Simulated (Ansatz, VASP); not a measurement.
# SrO: VASP beside Ansatz

Wanted: the spread between two codes on one cell, functional and k mesh. The cell is taken from a series of VASP runs on this material, whose earlier steps may have relaxed, scaled or displaced it; both programs get it as it stands.

Program: Ansatz 0.2.0. Level of theory: plane waves, with VASP 6.6.1 beside it; relaxation of cell and atoms at r2SCAN and relaxation of cell and atoms at r2SCAN with rVV10. Results are calculated unless marked as measured.

## (1) The structure

Symmetry: Fm-3m, No. 225, cubic system. The conventional cell has a = 5.183 Å, b = 5.183 Å, c = 5.183 Å, α = 90.00°, β = 90.00°, γ = 90.00°. Sr has 6 O at 2.59 Å nearest. Nearest to O lie 6 Sr at 2.59 Å. Farther neighbours and most contacts between anions are not listed.

Coordinates:

```
Sr O
1.0
     0.00000    2.59171    2.59171
     2.59171    0.00000    2.59171
     2.59171    2.59171    0.00000
Sr O
1 1
Direct
  0.50000 0.50000 0.50000
  0.00000 0.00000 0.00000
```

## (2) VASP: relaxation of cell and atoms, r2SCAN

The relaxed volume is the usual yardstick between codes: its relative difference is about their pressure difference at one cell divided by the bulk modulus.

Lines of VASP's logs that name or quote its potential files are left out, and so is its time.

INCAR reads:

```
SYSTEM = SrO
PREC = Accurate
ENCUT = 520
EDIFF = 1E-06
NELM = 100
ISMEAR = 0
SIGMA = 0.03
LREAL = .FALSE.
ALGO = Normal
METAGGA = R2SCAN
LASPH = .TRUE.
NBANDS = 14
LORBIT = 11
LWAVE = .FALSE.
LCHARG = .FALSE.
KPAR = 4
IBRION = 2
NSW = 50
ISIF = 3
EDIFFG = -0.006
```

POSCAR reads:

```
SrO
1.0
    0.0000000000      2.5917105635      2.5917105635
    2.5917105635      0.0000000000      2.5917105635
    2.5917105635      2.5917105635      0.0000000000
Sr O
1 1
Direct
    0.5000000000      0.5000000000      0.5000000000
    0.0000000000      0.0000000000      0.0000000000
```

KPOINTS reads:

```
Automatic mesh
0
Gamma
8 8 8
0 0 0
```

The projector-augmented-wave data sets are Sr_sv and O (PBE family, release 64).

Command:

```
> mpirun -np 4 vasp_std
```

Numbers of over 12 decimals in the logs are rounded to 6 here.

What it wrote:

```text
[banner, memory and clock lines left out]
running    4 mpi-ranks, on    1 nodes
 distrk:  each k-point on    1 cores,    4 groups
 distr:  one band on    1 cores,    1 groups

 POSCAR found type information on POSCAR SrO
 POSCAR found :  2 types and       2 ions
|                                                                             |
|               ----> ADVICE to this user running VASP <----                  |
|                                                                             |
|     You enforced a specific xc type in the INCAR file but a different       |
|     [... a line on the potential file left out ...]
|     I HOPE YOU KNOW WHAT YOU ARE DOING!                                     |
|                                                                             |

 LDA part: xc-table for (None), standard interpolation
 POSCAR, INCAR and KPOINTS ok, starting setup
 FFT: planning ... GRIDC
 FFT: planning ... GRID_SOFT
 FFT: planning ... GRID
 WAVECAR not read
 entering main loop
       N       E                     dE             d eps       ncg     rms          rms(c)
DAV:   1     0.452287817978E+02    0.45229E+02   -0.79786E+03   812   0.110E+03
DAV:   2    -0.305450779525E+02   -0.75774E+02   -0.69922E+02  1134   0.231E+02
DAV:   3    -0.346616337134E+02   -0.41166E+01   -0.40935E+01  1280   0.456E+01
DAV:   4    -0.347126585816E+02   -0.51025E-01   -0.50990E-01   974   0.386E+00
DAV:   5    -0.347132420594E+02   -0.58348E-03   -0.58347E-03  1042   0.330E-01    0.153E+01
DAV:   6    -0.269074708063E+02    0.78058E+01   -0.48422E+00  1064   0.179E+01    0.145E+01
DAV:   7    -0.270377642233E+02   -0.13029E+00   -0.21825E-01   824   0.412E+00    0.827E+00
DAV:   8    -0.270597776395E+02   -0.22013E-01   -0.10744E-01   836   0.351E+00    0.783E-01
DAV:   9    -0.270555092117E+02    0.42684E-02   -0.24030E-02  1030   0.143E+00    0.256E-01
DAV:  10    -0.270555583214E+02   -0.49110E-04   -0.22957E-03   894   0.472E-01    0.131E-01
DAV:  11    -0.270557747087E+02   -0.21639E-03   -0.32297E-04   844   0.189E-01    0.634E-02
DAV:  12    -0.270557764496E+02   -0.17409E-05   -0.40591E-05   940   0.537E-02    0.188E-02
DAV:  13    -0.270557727944E+02    0.36552E-05   -0.13947E-05   898   0.367E-02    0.937E-03
DAV:  14    -0.270557721140E+02    0.68031E-06   -0.11532E-06   512   0.112E-02
   1 F= -.27055772E+02 E0= -.27055772E+02  d E =-.270558E+02
 curvature:   0.00 expect dE= 0.000E+00 dE for cont linesearch  0.000E+00
 trial: gam= 0.00000 g(F)=  0.601E-63 g(S)=  0.192E-02 ort = 0.000E+00 (trialstep = 0.100E+01)
 search vector abs. value=  0.192E-02
 bond charge predicted
       N       E                     dE             d eps       ncg     rms          rms(c)
DAV:   1    -0.270704917099E+02   -0.14719E-01   -0.30830E-01   908   0.487E+00    0.129E+00
DAV:   2    -0.270588631471E+02    0.11629E-01   -0.37526E-02   998   0.167E+00    0.292E-01
DAV:   3    -0.270566418415E+02    0.22213E-02   -0.30252E-03  1316   0.569E-01    0.172E-01
DAV:   4    -0.270561533216E+02    0.48852E-03   -0.20789E-03  1396   0.339E-01    0.123E-01
DAV:   5    -0.270562735645E+02   -0.12024E-03   -0.10413E-04  1222   0.103E-01    0.330E-02
DAV:   6    -0.270562969040E+02   -0.23340E-04   -0.72086E-05  1304   0.646E-02    0.152E-02
DAV:   7    -0.270562994298E+02   -0.25258E-05   -0.36630E-06   982   0.194E-02    0.536E-03
DAV:   8    -0.270562993161E+02    0.11367E-06   -0.21046E-07   442   0.437E-03
   2 F= -.27056299E+02 E0= -.27056299E+02  d E =-.527202E-03
 trial-energy change:   -0.000527  1 .order   -0.000507   -0.001920    0.000907
 step:   0.6886(harm=  0.6793)  dis= 0.00000  next Energy=   -27.056440 (dE=-0.668E-03)
 bond charge predicted
       N       E                     dE             d eps       ncg     rms          rms(c)
DAV:   1    -0.270578012449E+02   -0.15018E-02   -0.29783E-02   896   0.151E+00    0.388E-01
DAV:   2    -0.270566871243E+02    0.11141E-02   -0.36777E-03  1004   0.520E-01    0.910E-02
DAV:   3    -0.270564816143E+02    0.20551E-03   -0.29186E-04  1290   0.178E-01    0.596E-02
DAV:   4    -0.270564322919E+02    0.49322E-04   -0.20622E-04  1396   0.106E-01    0.417E-02
DAV:   5    -0.270564373888E+02   -0.50969E-05   -0.92715E-06  1174   0.316E-02    0.120E-02
DAV:   6    -0.270564368184E+02    0.57035E-06   -0.83599E-06  1290   0.205E-02
   3 F= -.27056437E+02 E0= -.27056437E+02  d E =-.664704E-03
 curvature:  -0.34 expect dE=-0.462E-07 dE for cont linesearch -0.462E-07
 trial: gam= 0.00000 g(F)=  0.240E-59 g(S)=  0.136E-06 ort =-0.162E-04 (trialstep = 0.938E+00)
 search vector abs. value=  0.136E-06
 reached required accuracy - stopping structural energy minimisation
```

OUTCAR, selected parts (step 2):

```text
ion  position               nearest neighbor table
   1  0.500  0.500  0.500-   2 2.59   2 2.59   2 2.59   2 2.59   2 2.59   2 2.59
   2  0.000  0.000  0.000-   1 2.59   1 2.59   1 2.59   1 2.59   1 2.59   1 2.59

  LATTYP: Found a face centered cubic cell.
 ALAT       =     5.1834211270

 Subroutine GETGRP returns: Found 48 space group operations
 (whereof 48 operations were pure point group operations)

The static configuration has the point symmetry O_h .

 Found     29 irreducible k-points:

   k-points           NKPTS =     29   k-points in BZ     NKDIM =     29   number of bands    NBANDS=     14

   dimension x,y,z NGX =    28 NGY =   28 NGZ =   28
   dimension x,y,z NGXF=    56 NGYF=   56 NGZF=   56

   ENCUT  =  520.0 eV  38.22 Ry    6.18 a.u.   6.81  6.81  6.81*2*pi/ulx,y,z

   NELECT =      16.0000    total number of electrons

 k-points in reciprocal lattice and weights: Automatic mesh
   0.00000000  0.00000000  0.00000000       0.002
   0.12500000  0.00000000  0.00000000       0.016
   0.25000000  0.00000000  0.00000000       0.016
   0.37500000  0.00000000  0.00000000       0.016
   0.50000000  0.00000000  0.00000000       0.008
   0.12500000  0.12500000  0.00000000       0.012
   0.25000000  0.12500000  0.00000000       0.047
   0.37500000  0.12500000  0.00000000       0.047
   0.50000000  0.12500000  0.00000000       0.047
[...]
-0.37500000  0.50000000  0.12500000       0.023
  -0.25000000  0.50000000  0.25000000       0.012

 average (electrostatic) potential at core
       1 -41.1791       2 -74.4223

 E-fermi :   1.5040

 k-point     1 :       0.0000    0.0000    0.0000
  band No.  band energies     occupation
    ...
      4     -13.3012      2.00000
      5     -13.3012      2.00000
      6       1.2684      2.00000
      7       1.2684      2.00000
      8       1.2684      2.00000
      9       5.8092      0.00000
     10       8.0092      0.00000
     11       8.0092      0.00000
     12       8.0092      0.00000
     13      10.2942      0.00000
    ...

 k-point     2 :       0.1250    0.0000    0.0000
  band No.  band energies     occupation
    ...
      4     -13.3123      2.00000
      5     -13.0602      2.00000
      6       0.8472      2.00000
      7       1.0806      2.00000
      8       1.0806      2.00000
      9       6.4869      0.00000
     10       7.8485      0.00000
     11       8.3157      0.00000
     12       8.3157      0.00000
     13      10.6968      0.00000
    ...

 k-point     3 :       0.2500    0.0000    0.0000
  band No.  band energies     occupation
    ...
      4     -13.3386      2.00000
      5     -12.6685      2.00000
      6       0.0542      2.00000
      7       0.6711      2.00000
      8       0.6711      2.00000
      9       7.7535      0.00000
     10       8.0286      0.00000
     11       9.1476      0.00000
     12       9.1476      0.00000
     13      11.7091      0.00000
    ...

  Total        0.0013719      0.0013719      0.0013719     -0.0000000     -0.0000000      0.0000000
  in kB        0.0636477      0.0636477      0.0636477     -0.0000000     -0.0000000      0.0000000
  external PRESSURE =       0.0636477 kB  Pullay stress =       0.0000000 kB

  energy-cutoff  :      520.00
  volume of cell :       34.54
      direct lattice vectors                 reciprocal lattice vectors
     0.000000000  2.584698472  2.584698472    -0.193446162  0.193446162  0.193446162
     2.584698472  0.000000000  2.584698472     0.193446162 -0.193446162  0.193446162
     2.584698472  2.584698472  0.000000000     0.193446162  0.193446162 -0.193446162

 POSITION                                       TOTAL-FORCE (eV/Angst)
 -----------------------------------------------------------------------------------
      2.58470      2.58470      2.58470         0.000000      0.000000     -0.000000
      0.00000      0.00000      0.00000        -0.000000     -0.000000      0.000000
 -----------------------------------------------------------------------------------
    total drift:                                0.000000      0.000000      0.000000

  FREE ENERGIE OF THE ION-ELECTRON SYSTEM (eV)
  ---------------------------------------------------
  free  energy   TOTEN  =       -27.0564368184 eV

  energy  without entropy=      -27.0564368184  energy(sigma->0) =      -27.05643682

 reached required accuracy - stopping structural energy minimisation

 total charge
# of ion       s       p       d       tot
------------------------------------------
    1        2.014   5.900   0.233   8.147
    2        1.554   3.445   0.000   4.999
--------------------------------------------------
tot          3.568   9.344   0.233  13.146

[... 3 further parts left out ...]
```

CONTCAR:

```
SrO
   1.00000000000000
     0.0000000000000000    2.5846984720529238    2.5846984720529238
     2.5846984720529238    0.0000000000000000    2.5846984720529238
     2.5846984720529238    2.5846984720529238    0.0000000000000000
  Sr              O
     1     1
Direct
     0.5000000000000000    0.5000000000000000    0.5000000000000000
     0.0000000000000000    0.0000000000000000    0.0000000000000000
```

The gap is read on the k-mesh alone, so it is an upper bound where the band edges lie off the mesh. The PAW data sets were made with PBE, which is usual practice but a small mismatch for other functionals. The run keeps the 48 symmetry operations of its start, so it cannot find a distortion of lower symmetry.

## (3) Ansatz: relaxation of cell and atoms, r2SCAN

Ansatz runs on its default PAW (the set named soft_2) files.

The same cell, functional, mesh and smearing now go to Ansatz, which takes its cutoff from its data sets.

input.yaml reads:

```yaml
crystal:
  lattice:
    - [0.0, 2.5917105635, 2.5917105635]
    - [2.5917105635, 0.0, 2.5917105635]
    - [2.5917105635, 2.5917105635, 0.0]
  atoms:
    - { symbol: Sr, position: [0.5, 0.5, 0.5] }
    - { symbol: O, position: [0.0, 0.0, 0.0] }
hamiltonian:
  xc: r2scan
  pseudopotentials: { kind: paw }
kpoints:
  mp_grid: { grid: [8, 8, 8] }
scf:
  occupations: { method: gaussian, width: 0.03 }
relax:
  f_tol: 0.01
  max_steps: 60
  cell: { stress_tol: 0.05 }
output:
  forces: true
  stress: true
```

Command:

```
> ansatz run input.yaml --threads 4 --pin off --max-ram 9216MiB --backend cpu --events-out ev --progress --plain --runs-dir out
```

What it wrote:

```text
Engine: ansatz 0.2.0, aarch64-unknown-linux-gnu
Pseudopotentials: kind: paw
Pseudopotential: Sr, paw, valence charge 10, recommended cutoff 500 eV (meta_gga), Sr.paw.azcp
Pseudopotential: O, paw, valence charge 6, recommended cutoff 500 eV (meta_gga), O.paw.azcp
Functional definition: r2SCAN
  parameter k0 = 0.174
  parameter k1 = 0.065
  parameter a1 = 4.9479
  exchange = r2scan_x(k0 = k0, k1 = k1, a1 = a1)
  correlation = r2scan_c
Crystal: 2 atoms, lattice volume = 34.817 Å³
Basis set: ecut = 500 eV, 893 PW (Γ), exchange–correlation on 108×108×108 points (64 copies of the dense FFT grid, shifted against one another)
Bands: 12, of which v1, the nominal top of the filled ones, is band 8 counted from 1 (7 counted from 0)
Symmetry: 48 space group operations
Space group: Fm-3m (ITA 225), of the structure as read, at distance tolerance 3.3e-5 Å
k-points: 29 of 512
Non-local potential: Sr, projectors of the file, l = 0: 3, l = 1: 2, l = 2: 2
Non-local potential: O, projectors of the file, l = 0: 2, l = 1: 2, l = 2: 1
PAW form: soft (Blöchl's): semilocal exchange-correlation on the pseudo side does not see the compensation charge
PAW frozen core: Sr, regenerated for the run's functional (the file was generated under x = pbe(κ = 0.804, μ = 0.219515), c = pbe(β = 0.066725))
PAW frozen core: O, regenerated for the run's functional (the file was generated under x = pbe(κ = 0.804, μ = 0.219515), c = pbe(β = 0.066725))
PAW one-centre angular grid: Sr, 302 points (default); XC on 160 Gauss nodes
PAW one-centre angular grid: O, 302 points (default); XC on 160 Gauss nodes
Initial density: superposition of atomic densities (neutral atoms: chi_scale 0, normalization atom), corrected by the library's trained network
Initial wavefunctions: pseudopotential atomic-orbital guess
Functional: x = r2scan, c = r2scan; τ floored in thin density (d = 2e-4 eV/Å³)
SCF iter   1: F=—  HF=-4126.975438 eV  |F-HF|=—  |Δ(HF+E_count)|=         —  Δρ=8.32e-3  dr2=3.29e-2  dr2_τ=5.41e-2  ethr=1.77e-3  ⟨swp⟩=8.6  Hψ=2804  notcnv=0
preconditioner: auto → none  [insulator: Δε(μ)=4.048 eV  Ē_g=17.159 eV  σ=0.030 eV  W_gap=1.00  n_scr=8 (ndim 8)  ℏωp=23.5 eV  f_vac=0.000  D(μ)=0.00/eV (n_scr^D=0)  ε∞_Penn≈2.9]
SCF iter   2: F=—  HF=-4127.056753 eV  |F-HF|=—  |Δ(HF+E_count)|=   8.13e-2  Δρ=8.73e-3  dr2=1.55e-2  dr2_τ=3.73e-3  ethr=2.06e-4  ⟨swp⟩=2.9  Hψ=934  notcnv=0
SCF iter   3: F=—  HF=-4127.053544 eV  |F-HF|=—  |Δ(HF+E_count)|=   3.21e-3  Δρ=2.37e-3  dr2=1.00e-3  dr2_τ=1.16e-4  ethr=9.72e-5  ⟨swp⟩=2.0  Hψ=544  notcnv=0
SCF iter   4: F=—  HF=-4127.053492 eV  |F-HF|=—  |Δ(HF+E_count)|=   5.19e-5  Δρ=4.97e-4  dr2=6.53e-5  dr2_τ=8.48e-6  ethr=6.28e-6  ⟨swp⟩=2.6  Hψ=526  notcnv=0
SCF iter   5: F=—  HF=-4127.053480 eV  |F-HF|=—  |Δ(HF+E_count)|=   1.19e-5  Δρ=9.71e-5  dr2=2.59e-6  dr2_τ=2.32e-7  ethr=4.08e-7  ⟨swp⟩=2.0  Hψ=428  notcnv=0
SCF iter   6: F=—  HF=-4127.053480 eV  |F-HF|=—  |Δ(HF+E_count)|=   9.15e-8  Δρ=3.03e-5  dr2=3.27e-7  dr2_τ=3.30e-8  ethr=1.62e-8  ⟨swp⟩=2.1  Hψ=566  notcnv=0
SCF iter   7: F=-4127.053480 eV  HF=-4127.053480 eV  |F-HF|=3.18e-8  |Δ(HF+E_count)|=   1.57e-8  Δρ=1.05e-5  dr2=4.07e-8  dr2_τ=1.23e-9  ethr=6.25e-10  ⟨swp⟩=5.0  Hψ=1219  notcnv=0
SCF 1 converged in 7 iterations: F = -4127.053480 eV  dr2 = 4.07e-8
  greatest PAW one-centre occupation: 0.988 electrons in one spin orbital (limit 2), on the Sr atom at site 0 (counted from 0), in its partial waves of l = 0
relax step   1: F+E_penalty+E_count = -4127.05348032 eV  Δ(F+E_penalty+E_count) = +0.000e0 eV  max|allowed force component| = 3.550e-30 eV/Å  Δτ_max = 0.0000 Å  P = -1.243 GPa  Ω = 34.817 Å³  (7 SCF iters, dr2 threshold 1.00e-7 eV, accepted)
[...]
relax step   2: F+E_penalty+E_count = -4127.05339437 eV  Δ(F+E_penalty+E_count) = +8.594e-5 eV  max|allowed force component| = 4.848e-31 eV/Å  Δτ_max = 0.0000 Å  P = +1.419 GPa  Ω = 33.841 Å³  energy of the carried Pulay correction = +2.434e-4 eV  (5 SCF iters, dr2 threshold 2.00e-7 eV, rejected (line search))
[...]
relax step   3: F+E_penalty+E_count = -4127.05545601 eV  Δ(F+E_penalty+E_count) = -1.976e-3 eV  max|allowed force component| = 5.259e-31 eV/Å  Δτ_max = 0.0000 Å  P = -0.032 GPa  Ω = 34.354 Å³  energy of the carried Pulay correction = +1.145e-4 eV  (8 SCF iters, accepted)
[...]
relax step   4: F+E_penalty+E_count = -4127.05532077 eV  Δ(F+E_penalty+E_count) = +1.352e-4 eV  max|allowed force component| = 4.273e-31 eV/Å  Δτ_max = 0.0000 Å  P = -0.029 GPa  Ω = 34.354 Å³  stress off target by 2.88e-2 GPa  SCF on the basis re-selected at this cell (its energy is not comparable with the rows above)  (5 SCF iters)
basis re-selected at this cell: Δ(F+E_penalty+E_count) = +1.352e-4 eV, ΔP = +0.003 GPa vs the last step (what re-selecting the basis moved, of the pressure what is left beyond the Pulay correction that the steps carried, after the strain that the cell walked since its last selection, with what the two solves' SCF thresholds leave and, on support functions, any second-order correction that the steps lacked; it is no m [...]
SCF converged after 5 iterations
Free energy (F): -4127.055321 eV
Harris-Foulkes:  -4127.055321 eV  (|F-HF|=4.55e-12)
Internal energy: -4127.055321 eV  (E = F + TS)
E sigma→0 (E₀):  -4127.055321 eV
Fermi energy:    9.391370 eV
--- Per-component energies (eV) ---
  E_band       = -71.593402
  E_kinetic    = 424.217083
  E_local      = -869.797305  (includes V_loc(G=0)·N_el)
  E_nonlocal   = 248.875913
  E_hartree    = 236.609202
  E_xc         = -239.161804
  E_vxc        = -286.623783  (∫ρ·V_xc dr)
  E_paw        = -2875.198627  (= ΣΔE_a)
  E_vpaw       = -77.959778  (= ΣTr[D̂ρ^β])
  E_aug_tail   = 0.001088  (compensation charges beyond the density's cutoff)
  E_vtau       = 16.474955  (kinetic-family band-sum trace: ∫τ·v_τ [+ j·A + Jᵃ·Aᵃ] dr)
  E_ewald      = -1052.422894
  E_core_change = -0.177977  (= ΣΔE_core)
  E_smearing   = -0.000000  (= −TS)
  E_closure    = 0.000000  (closes the sum)
  Σ components = -4127.055321   (vs F -4127.055321, Δ=0.00e0)
--- Forces (eV/Å), atoms counted from 1 ---
  atom   1  Sr    -0.00000000     0.00000000    -0.00000000
  atom   2  O     -0.00000000    -0.00000000     0.00000000
  max |Σ_I F_I| component: 2.04e-30 eV/Å
--- Stress (GPa, compression-positive) ---
       -0.028785      -0.000000      -0.000000
       -0.000000      -0.028785      -0.000000
       -0.000000      -0.000000      -0.028785
  P = ⅓ Tr σ = -0.0288 GPa (-0.288 kbar)
--- Relaxed structure (3 steps of the walk, 2 accepted, 1 SCFs on fresh bases) ---
  F+E_penalty+E_count = -4127.05532077 eV   max|allowed force component| = 4.273e-31 eV/Å   (the final SCF, on the basis selected at the relaxed cell)
  cell:  # Å, volume = 34.3544 Å³
    - [0, 2.580185, 2.580185]
    - [2.580185, 0, 2.580185]
    - [2.580185, 2.580185, 0]
  atoms:
    - { symbol: Sr, position: [0.5, 0.5, 0.5] }
    - { symbol: O, position: [0, 0, 0] }
```

Elapsed: 2.3 s, on 4 threads of Arm Neoverse V2, shared host; peak memory 0.38 GiB; 7.7 s of CPU time.

## (4) Differences

Known differences besides the potentials themselves: VASP keeps PBE cores, Ansatz makes them for the functional; both relaxations stop at a tolerance, which leaves soft axes loose, and VASP keeps its plane-wave basis; the cutoff is 500 eV in Ansatz and 520 eV in VASP; Ansatz adds a Pulay correction to the stress that steers its cell, VASP none. Total energies have different zeros and are not compared.

The two programs side by side:

| quantity | Ansatz | VASP | difference |
| --- | --- | --- | --- |
| volume (Å³) | 34.35 | 34.54 | -0.52 % |
| edge a after relaxation, in the typed setting (Å) | 3.649 | 3.655 | -0.18 % |

The walks stopped with -0.03 GPa left in Ansatz and 0.01 GPa in VASP; each walk ends within a tolerance, so the volume difference is uncertain by about these residues over the bulk modulus, most in soft cells.

(Continued in part 2 of 2.)

[Lines on the potential files, build, host, timing and source positions are cut from VASP's logs without a mark.]

[Logs are printed without paths, hosts, clocks, repeated set-up lines and the standing remarks that a program may print on its own settings, such as how far it seeks lower states.]

[Hosts, paths, dates, database ids (printed as entryN), source tags and the programs' standing remarks are cut or masked in the printed files.]
